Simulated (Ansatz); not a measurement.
## Y: how the free axis answers a strain

Y, Fm-3m, a = 4.977 Å. This isn't the element's structure at ambient conditions. Ansatz: PBEsol, PAW, 420 eV, Γ-centred 14×14×10 mesh on 2 atoms, Gaussian smearing 0.10 eV; no spin polarisation. Series: uniaxial strain along a, with b, c and atoms relaxed; x is the strain in per cent. The axes a, b, c are those of the computed cell (3.519, 3.519, 4.977 Å), along [1 1 0], [-1 1 0], [0 0 1] of the cell named above. y is the change of c in per cent of 4.977 Å.

| x (%) | y (%) |
| --- | --- |
| -3.0 | 1.64 |
| -2.0 | ? |
| -1.0 | 0.55 |
| 0.0 | 0.00 |
| 1.0 | -0.59 |
| 2.0 | -1.14 |
| 3.0 | -1.70 |

Question: Fit y = c1 x + c2 x² to the other rows, say what c1 measures, and predict the missing y.

Answer: Least squares on the rows shown. y = −0.5588 x − 0.003722 x². So −c1 = 0.559 is Poisson's ratio for this pair of axes, over the isotropic limit of 0.5, which a direction in an anisotropic crystal may pass. Along b the same runs (not shown) give -0.07: b grows with the strained axis. At x = -2.0 the fit asked for gives 1.10 %. The run gave 1.09 %, so the fit is 0.01 % too high, within the rms miss on the fitted rows (0.01 %).